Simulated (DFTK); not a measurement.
## Fe in DFTK: the effect of functional

Fe:

```
Fe
1.0
    -1.44300    1.44300    1.44300
     1.44300   -1.44300    1.44300
     1.44300    1.44300   -1.44300
Fe
1
Direct
  0.00000 0.00000 0.00000
```

Alike in all runs:

* Program: DFTK 0.8.2
* Task: single point
* Potentials or basis: SG15 1.2 (PBE)
* Cutoff: 1225 eV
* k mesh: 12 × 12 × 12
* Occupations: fermi-dirac, width 0.05 eV
* Spin: collinear spin, ferromagnetic start
* Starting moments: [3.0] μB

| functional | pressure (GPa) | moment (μB) |
| --- | --- | --- |
| LDA | -26.8 | 2.29 |
| PBEsol | ? | ? |
| r2SCAN | 0.9 | 2.81 |

**Question.** What does the run with functional PBEsol give?

**Answer.** Pressure -17.2 GPa; moment 2.32 μB.

Caveats: the potentials were made for another functional, which shifts forces and pressure.
